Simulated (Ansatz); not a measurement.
The system is Bi2Se3 (Paraguanajuatite).

```
CELL_PARAMETERS angstrom
2.07150 1.19598 9.54533
-2.07150 1.19598 9.54533
0.00000 -2.39196 9.54533
ATOMIC_POSITIONS crystal
Bi 0.59920 0.59920 0.59920
Bi 0.40080 0.40080 0.40080
Se 0.78830 0.78830 0.78830
Se 0.21170 0.21170 0.21170
Se 0.00000 0.00000 0.00000
```

```yaml
Program: Ansatz 0.2.0
Task: relaxation of cell and atoms
Functional: PBE
Potentials_or_basis: Ansatz PAW earlier set
Cutoff: 600 eV
Density_cutoff: 2400 eV
k_mesh: 8 × 8 × 8
Occupations: fermi-dirac, width 0.05 eV
Spin: no spin polarisation
```

At the start: volume 28.38 Å³/atom.

Task: Where does the relaxation end?

Result: It ends after 12 steps and the volume is 31.71 Å³/atom (+11.7 %); space group R-3m (No. 166, to 0.05 Å).

Step by step:
```csv
step,energy change (eV),largest force (eV/Å),volume (Å³)
1,0.0000,0.1621,141.89
2,-0.0284,0.3692,153.92
3,-0.0651,0.0393,151.30
4,-0.0707,0.0690,152.04
5,-0.0741,0.0310,153.15
6,-0.0758,0.0038,155.01
7,-0.0759,0.0013,155.45
8,-0.0795,0.0014,155.45
9,-0.0804,0.0068,157.06
10,-0.0806,0.0039,158.22
11,-0.0806,0.0023,158.54
12,-0.0809,0.0023,158.54
```

Final structure:
```yaml
crystal:
  lattice:
    - [2.09539, 1.20977, 10.42382]
    - [-2.09539, 1.20977, 10.42382]
    - [0.00000, -2.41955, 10.42382]
  atoms:
    - { symbol: Bi, position: [0.60428, 0.60428, 0.60428] }
    - { symbol: Bi, position: [0.39572, 0.39572, 0.39572] }
    - { symbol: Se, position: [0.77903, 0.77903, 0.77903] }
    - { symbol: Se, position: [0.22097, 0.22097, 0.22097] }
    - { symbol: Se, position: [0.00000, 0.00000, 0.00000] }
```

Caveat: the plane-wave basis is chosen anew once the cell has moved, so the energies of steps on either side of that aren't comparable.
